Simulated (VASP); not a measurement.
# Al2O3 (P-6m2) in VASP: equation of state

Aim: energy against volume of Al2O3 in PBE, for its equilibrium volume and stiffness.

Everything below comes from runs of VASP 6.6.1. Logs are shortened: lines on timing, memory, paths and dates and some standing lists are left out, and cuts for length are marked.

### Step 1. The crystal as given

The structure is hexagonal, space group P-6m2 (No. 187). Conventional cell: a = 2.884 Å, b = 2.884 Å, c = 9.337 Å, α = 90.00°, β = 90.00°, γ = 120.00°. Al (site symmetry 3m) has 3 O at 1.80 Å as nearest neighbours. Around O (site symmetry 3m) lie 3 Al at 1.80 Å. O (site symmetry -6m2) has 6 Al at 2.18 Å as nearest neighbours.

Measurements of this composition are mostly on another form, of space group No. 167.

### Step 2. Equation of state, PBE, 12.65 Å³/atom (volume scaled by 0.94)

Input file INCAR:

```
SYSTEM = Al2O3
PREC = Accurate
ENCUT = 520
EDIFF = 1E-7
ISMEAR = -1
SIGMA = 0.05
LREAL = .False.
LASPH = .True.
NELM = 100
ALGO = Normal
ISIF = 2
LWAVE = .False.
LCHARG = .False.
GGA = PE
NBANDS = 20
```

Input file KPOINTS:

```
Automatic mesh
0
Gamma
  11 11 3
  0 0 0
```

Input file POSCAR:

```
Al2O3
1.0
    2.8254446524      0.0000000000      0.0000000000
   -1.4127223262      2.4469068459      0.0000000000
    0.0000000000      0.0000000000      9.1461549695
Al O
2 3
Direct
    0.0000000000      0.0000000000      0.8500076700
    0.0000000000      0.0000000000      0.1499923300
    0.3333333333      0.6666666667      0.7776830800
    0.6666666667      0.3333333333      0.0000000000
    0.3333333333      0.6666666667      0.2223169200
```

Potentials or basis: VASP PAW PBE potentials, release 64 (Al, O).

Started as:

```
$ cat potpaw_PBE.64/Al/POTCAR potpaw_PBE.64/O/POTCAR > POTCAR
$ mpirun -np 1 vasp_std > vasp.out
```

OUTCAR:

```text
SYSTEM = Al2O3
   PREC = Accurate
   ENCUT = 520
   EDIFF = 1E-7
   ISMEAR = -1
   LREAL = .False.
   LASPH = .True.
   NELM = 100
   ISIF = 2
   GGA = PE

 Found     32 irreducible k-points:

 Following reciprocal coordinates:
            Coordinates               Weight
  0.000000  0.000000  0.000000      1.000000
  0.090909 -0.000000  0.000000      6.000000
  0.181818  0.000000  0.000000      6.000000
  0.272727 -0.000000  0.000000      6.000000
  0.363636 -0.000000  0.000000      6.000000
  0.454545  0.000000  0.000000      6.000000
   k-points           NKPTS =     32   k-points in BZ     NKDIM =     32   number of bands    NBANDS=     20
   number of dos      NEDOS =    301   number of ions     NIONS =      5
   total plane-waves  NPLWV =  40320
   dimension x,y,z NGX =    24 NGY =   24 NGZ =   70
   dimension x,y,z NGXF=    48 NGYF=   48 NGZF=  140
   ions per type =               2   3
   NGX,Y,Z   is equivalent  to a cutoff of  14.12, 14.12, 12.72 a.u.
   NGXF,Y,Z  is equivalent  to a cutoff of  28.24, 28.24, 25.45 a.u.
 SYSTEM =  Al2O3
   PREC   = accura    normal or accurate (medium, high low for compatibility)
   ISTART =      0    job   : 0-new  1-cont  2-samecut
   ICHARG =      2    charge: 1-file 2-atom 10-const
   ISPIN  =      1    spin polarized calculation?
   LNONCOLLINEAR =      F non collinear calculations
   LSORBIT =      F    spin-orbit coupling
   LASPH  =      T    aspherical Exc in radial PAW
   ENCUT  =  520.0 eV  38.22 Ry    6.18 a.u.   5.25  5.25 17.01*2*pi/ulx,y,z
   NELM   =    100;   NELMIN=  2; NELMDL= -5     # of ELM steps
   EDIFF  = 0.1E-06   stopping-criterion for ELM
   LREAL  =      F    real-space projection
   EDIFFG = 0.1E-05   stopping-criterion for IOM
   NSW    =      0    number of steps for IOM
   IBRION =     -1    ionic relax: 0-MD 1-quasi-New 2-CG
   NFREE  =      0    steps in history (QN), initial steepest desc. (CG)
   ISIF   =      2    stress and relaxation
   ISYM   =      2    0-nonsym 1-usesym 2-fastsym
   POTIM  = 0.5000    time-step for ionic-motion
   TEBEG  =    0.0;   TEEND  =   0.0 temperature during run
   PSTRESS=    0.0 pullay stress
   NELECT =      24.0000    total number of electrons
   NUPDOWN=      -1.0000    fix difference up-down
   EMIN   =  10.00;   EMAX   =-10.00  energy-range for DOS
   EFERMI =   0.00;   METHOD = LEGACY
   ISMEAR =    -1;   SIGMA  =   0.05  broadening in eV -4-tet -1-fermi 0-gaus
   EFERMI_NEDOS =   21; number of points for ismear=-14 and -15
   IALGO  =     38    algorithm
   IMIX   =      4    mixing-type and parameters
     AMIX     =   0.40;   BMIX     =  1.00
     AMIX_MAG =   1.60;   BMIX_MAG =  1.00
  volume/ion in A,a.u.               =      12.65        85.34
  Fermi-wavevector in a.u.,A,eV,Ry     =   1.185307  2.239906 19.115553  1.404954
  Thomas-Fermi vector in A             =   2.321504
   LORBIT       =      0    0 simple, 1 ext, 2 COOP (PROOUT), +10 PAW based schemes
   GGA     = PE    functional components
   LHFCALC =     F    Hartree Fock is set to
   AEXX    =    0.0000 exact exchange contribution
   IVDW    =     0    specifies the selected vdW correction
   LEPSILON=     F    determine dielectric tensor
   LRPA    =     F    only Hartree local field effects (RPA)
 non-spin polarized calculation
  energy-cutoff  :      520.00
  volume of cell :       63.23
 maximum number of plane-waves:      1714
 NGX is ok and might be reduce to    24
   NGX = 11   NGY = 11   NGZ = 35

 number of electron      24.0000008 magnetization

 Free energy of the ion-electron system (eV)
  ---------------------------------------------------
  ext. energy  EPLUGINS =         0.00000000
  ---------------------------------------------------
  free energy    TOTEN  =       -36.25946600 eV

  energy without entropy =      -36.25946600  energy(sigma->0) =      -36.25946600

 E-fermi :   2.4329     XC(G=0):  -8.7675

 val. band max:        1.2975927654   @ k =   0.0909   0.0909   0.0000
 cond. band min:       6.6132900972   @ k =   0.0000   0.0000   0.0000
 fundamental gap:      5.3156973318
 Fermi energy:         2.4328738270

 k-point     1 :       0.0000    0.0000    0.0000
  band No.  band energies     occupation
      1     -17.8431      2.00000
      2     -16.6435      2.00000
      3     -15.3871      2.00000
      4      -3.9148      2.00000
      5      -0.8829      2.00000
      6      -0.2533      2.00000
      7      -0.2533      2.00000
      8       0.0429      2.00000
      9       0.0429      2.00000
     10       0.7292      2.00000
     11       0.7292      2.00000
     12       1.0253      2.00000
     13       6.6133      0.00000
     14       8.9785      0.00000
     15       9.7778      0.00000
     16      10.7999      0.00000
     17      14.7910      0.00000
     18      16.1094      0.00000
     19      16.7803      0.00000
     20      16.8069      0.00000

 k-point     2 :       0.0909   -0.0000    0.0000
  band No.  band energies     occupation
      1     -17.7332      2.00000
      2     -16.5604      2.00000
      3     -15.3460      2.00000
      4      -3.8513      2.00000
      5      -1.1741      2.00000
      6      -0.4237      2.00000
      7      -0.4223      2.00000
      8      -0.3608      2.00000
      9      -0.0217      2.00000
     10       0.4005      2.00000
     11       0.6985      2.00000
     12       1.1953      2.00000
     13       7.0992      0.00000
     14       9.2061      0.00000
     15      10.0675      0.00000
     16      11.1062      0.00000
     17      14.7642      0.00000
     18      15.5411      0.00000
     19      15.9101      0.00000
     20      16.8225      0.00000

 k-point     3 :       0.1818    0.0000    0.0000
  band No.  band energies     occupation
      1     -17.4177      2.00000
      2     -16.3288      2.00000
      3     -15.2414      2.00000
      4      -3.7361      2.00000
      5      -2.0857      2.00000
      6      -1.2198      2.00000
      7      -1.0935      2.00000
      8      -0.6237      2.00000
      9      -0.1894      2.00000
     10       0.1915      2.00000
     11       0.6015      2.00000
     12       1.2959      2.00000
     13       8.1396      0.00000
     14       9.7168      0.00000
     15      10.7253      0.00000
     16      11.8071      0.00000
     17      14.2049      0.00000
     18      14.8037      0.00000
     19      14.8787      0.00000
     20      15.6983      0.00000

 k-point     4 :       0.2727   -0.0000    0.0000
  band No.  band energies     occupation
      1     -16.9425      2.00000
      2     -16.0027      2.00000
      3     -15.1288      2.00000
      4      -3.8523      2.00000
      5      -3.2657      2.00000
      6      -2.0216      2.00000
      7      -1.6717      2.00000
      8      -0.9286      2.00000
      9      -0.3978      2.00000
     10       0.3429      2.00000
     11       0.4570      2.00000
     12       1.1682      2.00000
     13       9.0932      0.00000
     14      10.3273      0.00000
     15      11.1837      0.00000
     16      12.0825      0.00000
     17      13.5082      0.00000
     18      14.4994      0.00000
     19      14.5576      0.00000
     20      15.3196      0.00000

 k-point     5 :       0.3636   -0.0000    0.0000
  band No.  band energies     occupation
      1     -16.3968      2.00000
      2     -15.6756      2.00000
      3     -15.0908      2.00000
      4      -4.3189      2.00000
      5      -4.2925      2.00000
      6      -2.7895      2.00000
      7      -1.4957      2.00000
      8      -1.1814      2.00000
      9      -0.5795      2.00000
     10       0.3167      2.00000
     11       0.5477      2.00000
     12       0.8519      2.00000
     13       9.4643      0.00000
     14      10.8950      0.00000
     15      11.0488      0.00000
     16      12.1262      0.00000
     17      13.1294      0.00000
     18      14.7099      0.00000
     19      14.7195      0.00000
     20      15.9443      0.00000

 k-point     6 :       0.4545    0.0000    0.0000
  band No.  band energies     occupation
      1     -15.9483      2.00000
      2     -15.4659      2.00000
      3     -15.1694      2.00000
      4      -4.8818      2.00000
      5      -4.6983      2.00000
      6      -3.2208      2.00000
      7      -1.3219      2.00000
      8      -1.1226      2.00000
      9      -0.6834      2.00000
     10       0.2318      2.00000
     11       0.5020      2.00000
     12       0.6794      2.00000
     13       9.5051      0.00000
     14      10.7824      0.00000
     15      10.8166      0.00000
     16      12.7941      0.00000
     17      13.2206      0.00000
     18      14.7687      0.00000
     19      15.2805      0.00000
     20      15.5976      0.00000

 [... further k-points ...]
[... 5 lines left out ...]
  --------------------------------------------------------------------------------------
  -------------------------------------------------------------------------------------
  Total        4.6674615      4.6674615      2.5639655      0.0000000      0.0000000      0.0000000
  in kB      118.2629013    118.2629013     64.9650786      0.0000000      0.0000000      0.0000000
  external PRESSURE =     100.4969604 kB  Pullay stress =       0.0000000 kB

 VOLUME and BASIS-vectors are now :
 -----------------------------------------------------------------------------
  energy-cutoff  :      520.00
  volume of cell :       63.23
      direct lattice vectors                 reciprocal lattice vectors
     2.825444652  0.000000000  0.000000000     0.353926593  0.204339614  0.000000000
    -1.412722326  2.446906846  0.000000000     0.000000000  0.408679228  0.000000000
     0.000000000  0.000000000  9.146154969     0.000000000  0.000000000  0.109335563

 POSITION                                       TOTAL-FORCE (eV/Angst)
 -----------------------------------------------------------------------------------
      0.00000      0.00000      7.77430         0.000000     -0.000000      0.224838
      0.00000      0.00000      1.37185        -0.000000      0.000000     -0.224838
     -0.00000      1.63127      7.11281        -0.000000     -0.000000     -0.801703
      1.41272      0.81564      0.00000         0.000000     -0.000000      0.000000
     -0.00000      1.63127      2.03335        -0.000000     -0.000000      0.801703
 -----------------------------------------------------------------------------------
    total drift:                                0.000000     -0.000000      0.000000

  FREE ENERGIE OF THE ION-ELECTRON SYSTEM (eV)
  ---------------------------------------------------
  free  energy   TOTEN  =       -36.2594659994 eV

  energy  without entropy=      -36.2594659993  energy(sigma->0) =      -36.25946600
```

Wall time 34 s (1 thread of Intel Xeon Platinum 8488C (Sapphire Rapids), shared host); peak memory 0.19 GiB.

What came out:

```yaml
Free_energy: -36.2595 eV
Pressure: 10.0 GPa
Largest_force: 0.802 eV/Å
Band_gap_on_the_k_mesh: 5.32 eV, indirect (least direct gap 5.59 eV)
```

Caveat: an odd mesh through Γ misses points on the zone boundary, where band edges often lie.

### Step 3. Equation of state, PBE, 12.92 Å³/atom (volume scaled by 0.96)

Input file INCAR:

```
PREC = Accurate
ENCUT = 520
EDIFF = 1E-7
ISMEAR = -1
SIGMA = 0.05
LREAL = F
LASPH = T
NELM = 60
ALGO = Normal
ISIF = 2
LWAVE = F
LCHARG = F
GGA = PE
NBANDS = 20
```

Input file KPOINTS:

```
regular mesh
0
Gamma
  11 11 3
```

POSCAR, as its differences from that of step 2:

```diff
@@ -2,5 +2,5 @@
 1.0
-    2.8254446524      0.0000000000      0.0000000000
-   -1.4127223262      2.4469068459      0.0000000000
-    0.0000000000      0.0000000000      9.1461549695
+    2.8453428055      0.0000000000      0.0000000000
+   -1.4226714028      2.4641391521      0.0000000000
+    0.0000000000      0.0000000000      9.2105666337
 Al O
```

Potentials or basis: VASP PAW PBE potentials, release 64 (Al, O).

Started as:

```
$ cat potpaw_PBE.64/Al/POTCAR potpaw_PBE.64/O/POTCAR > POTCAR
$ mpirun -np 1 vasp_std > vasp.out
```

Run time: 35 s. Hardware: 1 thread of Intel Xeon Platinum 8488C (Sapphire Rapids), shared host; peak memory 0.19 GiB.

The run converged. Its results:

| Item | Value |
| --- | --- |
| Free energy | -36.3297 eV |
| Pressure | 6.4 GPa |
| Largest force | 0.517 eV/Å |
| Band gap on the k mesh | 5.13 eV, indirect (least direct gap 5.39 eV) |

Caveat: an odd mesh through Γ misses points on the zone boundary, where band edges often lie.

### Step 4. Equation of state, PBE, 13.18 Å³/atom (volume scaled by 0.98)

Input file INCAR:

```
SYSTEM = Al2O3
PREC = Accurate
ENCUT = 520
EDIFF = 1E-7
ISMEAR = -1
SIGMA = 0.05
LREAL = .FALSE.
LASPH = .TRUE.
NELM = 80
ALGO = Normal
ISIF = 2
LWAVE = .FALSE.
LCHARG = .FALSE.
GGA = PE
NBANDS = 20
```

Input file KPOINTS:

```
Automatic mesh
0
G
  11 11 3
  0 0 0
```

POSCAR, as its differences from that of step 3:

```diff
@@ -2,5 +2,5 @@
 1.0
-    2.8453428055      0.0000000000      0.0000000000
-   -1.4226714028      2.4641391521      0.0000000000
-    0.0000000000      0.0000000000      9.2105666337
+    2.8649664795      0.0000000000      0.0000000000
+   -1.4324832398      2.4811337522      0.0000000000
+    0.0000000000      0.0000000000      9.2740897903
 Al O
```

Started as:

```
$ cat potpaw_PBE.64/Al/POTCAR potpaw_PBE.64/O/POTCAR > POTCAR
$ mpirun -np 1 vasp_std > vasp.out
```

Wall time 35 s (1 thread of Intel Xeon Platinum 8488C (Sapphire Rapids), shared host); peak memory 0.19 GiB.

The run converged. Its results:

* Free energy: -36.3706 eV
* Pressure: 3.1 GPa
* Largest force: 0.255 eV/Å
* Band gap on the k mesh: 4.95 eV, indirect (least direct gap 5.19 eV)

Caveat: an odd mesh through Γ misses points on the zone boundary, where band edges often lie.

### Step 5. Equation of state, PBE, 13.72 Å³/atom (volume scaled by 1.02)

Input file INCAR:

```
PREC = Accurate
ENCUT = 520
EDIFF = 1E-7
ISMEAR = -1
SIGMA = 0.05
LREAL = F
LASPH = T
NELM = 80
ALGO = Normal
ISIF = 2
LWAVE = F
LCHARG = F
GGA = PE
NBANDS = 20
```

Input file KPOINTS:

```
Automatic mesh
0
Gamma
  11 11 3
```

POSCAR, as its differences from that of step 4:

```diff
@@ -2,5 +2,5 @@
 1.0
-    2.8649664795      0.0000000000      0.0000000000
-   -1.4324832398      2.4811337522      0.0000000000
-    0.0000000000      0.0000000000      9.2740897903
+    2.9034269947      0.0000000000      0.0000000000
+   -1.4517134974      2.5144415355      0.0000000000
+    0.0000000000      0.0000000000      9.3985890730
 Al O
```

Started as:

```
$ cat potpaw_PBE.64/Al/POTCAR potpaw_PBE.64/O/POTCAR > POTCAR
$ mpirun -np 1 vasp_std > vasp.out
```

Run time: 37 s. Hardware: 1 thread of Intel Xeon Platinum 8488C (Sapphire Rapids), shared host; peak memory 0.19 GiB.

The run converged. Its results:

| Property | Result |
| --- | --- |
| Free energy | -36.3755 eV |
| Pressure | -2.6 GPa |
| Largest force | 0.211 eV/Å |
| Band gap on the k mesh | 4.60 eV, indirect (least direct gap 4.83 eV) |

Caveat: an odd mesh through Γ misses points on the zone boundary, where band edges often lie.

[end of part 1 of 2]
